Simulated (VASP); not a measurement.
# SnO in VASP 6.6.1, single-point calculation

INCAR

```
LWAVE = .FALSE.
NBANDS = 17
SIGMA = 0.02
ISMEAR = -1
NSW = 0
EDIFF = 1E-7
LASPH = .TRUE.
GGA = PS
LCHARG = .FALSE.
PREC = Low
IBRION = -1
LREAL = .FALSE.
ISIF = 2
NELM = 120
ENCUT = 520
```

KPOINTS

```
KPOINTS created by Atomic Simulation Environment
0
Gamma
8 8 8
0 0 0
```

POSCAR

```
Sn O
 1.0000000000000000
    -0.0278043378000000    2.6804103799000001    2.6804103799000001
     2.6804103799000001   -0.0278043378000000    2.6804103799000001
     2.6804103799000001    2.6804103799000001   -0.0278043378000000
 Sn  O
   1   1
Cartesian
 -0.0124362360378625 -0.0124362360378626 -0.0124362360378626
  1.3456903415378623  1.3456903415378623  1.3456903415378620
```

The recommended PBE PAW datasets give the neutral cell 20 valence electrons.

Command

```
mpirun -np 1 vasp_std
```

Predict the outcome of this run.

It converged. Results: gap between bands v and c on the k mesh -0.17 eV (bands overlap: a metal); least direct gap on the k mesh 0.20 eV; pressure -0.4 GPa. Band v is the last that the valence electrons fill when counted band by band, and c is the next.

OSZICAR

```
N       E                     dE             d eps       ncg     rms          rms(c)
DAV:   1     0.152894709200E+03    0.15289E+03   -0.10232E+04  2259   0.166E+03
DAV:   2     0.236953570028E+01   -0.15053E+03   -0.14342E+03  2466   0.385E+02
DAV:   3    -0.126440212483E+02   -0.15014E+02   -0.14934E+02  2596   0.110E+02
DAV:   4    -0.129809743799E+02   -0.33695E+00   -0.33679E+00  2681   0.176E+01
DAV:   5    -0.129902100037E+02   -0.92356E-02   -0.92349E-02  2936   0.281E+00    0.800E+00
DAV:   6    -0.114104414710E+02    0.15798E+01   -0.12339E+01  3323   0.406E+01    0.509E+00
DAV:   7    -0.111448046983E+02    0.26564E+00   -0.22144E+00  2765   0.825E+00    0.136E+00
DAV:   8    -0.111144420083E+02    0.30363E-01   -0.15608E-01  2306   0.310E+00    0.265E-01
DAV:   9    -0.111147878415E+02   -0.34583E-03   -0.59317E-03  2825   0.630E-01    0.122E-01
DAV:  10    -0.111149543384E+02   -0.16650E-03   -0.12284E-03  2834   0.364E-01    0.545E-02
DAV:  11    -0.111148692067E+02    0.85132E-04   -0.47108E-04  3424   0.174E-01    0.851E-03
DAV:  12    -0.111148700976E+02   -0.89089E-06   -0.31123E-05  2433   0.407E-02    0.619E-03
DAV:  13    -0.111148696233E+02    0.47428E-06   -0.50153E-06  2926   0.173E-02    0.149E-03
DAV:  14    -0.111148696896E+02   -0.66338E-07   -0.40522E-07  2483   0.559E-03
   1 F= -.11114870E+02 E0= -.11114561E+02  d E =-.616407E-03
```

Standard output (part)

```
POSCAR found type information on POSCAR SnO
 POSCAR found :  2 types and       2 ions
 LDA part: xc-table for (Slater+PW92), standard interpolation
 POSCAR, INCAR and KPOINTS ok, starting setup
 WAVECAR not read
 entering main loop
```

For comparison, a separate PBE run of the intended cell, on usual settings and not on those above, gives a gap of -0.16 eV on its mesh and a pressure of 3.3 GPa.
